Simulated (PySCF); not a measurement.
Molecule: SMILES CC(C)=O, C₃H₆O.

Cartesian coordinates in Å; atom numbers follow the order of the lines, from 1:
```xyz
10

C     1.2677   -0.1456   -0.0918
C    -0.0296    0.6074   -0.2546
C    -1.2492   -0.1477    0.2143
O    -0.0877    1.7144   -0.7231
H     1.5005   -0.2262    0.9686
H     1.1750   -1.1515   -0.4939
H     2.0756    0.3822   -0.5913
H    -2.0993    0.5241    0.2980
H    -1.0589   -0.6326    1.1681
H    -1.4852   -0.9197   -0.5167
```

Frames of a GFN2-xTB Langevin trajectory at 400 K; GIAO PBE0/pcSseg-1 shieldings in PySCF 2.14, gas phase, non-relativistic; equivalent atoms averaged within each frame.

Shifts are taken against calculated references (same method and geometry level): TMS for ¹³C (σref 186.93) and ¹H (σref 31.72); ¹⁷O (σref 336.08) vs H2O. The references are static minima.

Q: How do the shifts (ppm) fluctuate along the trajectory?

A: 
```
         time (fs)     C2  C1/C3     O4  H5/H6/H7/H8/H9/H10
optimised geometry  208.1   32.1  693.4                2.09
               250  206.0   32.9  673.5                2.05
               425  208.9   33.9  741.7                2.68
               625  202.4   31.0  660.9                1.90
               800  206.8   33.6  714.5                2.94
              1000  200.4   30.5  673.2                2.45
    mean of frames  204.9   32.4  692.7                2.41
standard deviation    3.4    1.6   34.0                0.43
```

5 frames give an uncertainty of the mean of about the standard deviation over 2.2 at best, since frames this close in time may not be independent; classical motion lacks zero-point vibration, and the reference would need the same averaging.
